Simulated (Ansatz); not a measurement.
Ru (P6_3/mmc), zone-centre modes

Level of theory: Ansatz 0.2.0, DFT PBEsol, scalar-relativistic, plane waves, PAW. The runs took a 420 eV cutoff, a Γ-centred 24×24×14 mesh and Gaussian smearing (0.15 eV). No spin polarisation.

The starting cell (relaxed at this level):

```
CELL_PARAMETERS angstrom
2.68952 0.00000 0.00000
-1.34476 2.32920 0.00000
0.00000 0.00000 4.25192
ATOMIC_POSITIONS crystal
Ru 0.33333 0.66667 0.25000
Ru 0.66667 0.33333 0.75000
```

Harmonic modes by finite displacements of 0.02 Å, without the LO–TO term.

Question: At this geometry, is the structure stable against these modes?

Answer: Yes: no mode is imaginary beyond 10 cm⁻¹, and only the three translations lie near zero.

Question: List the wavenumbers in cm⁻¹.

Answer: 0, 0, 0, 201, 201, 265.

Cost: 1 run of about 4.4 core-minutes, on AMD EPYC (Zen 3) (shared hosts).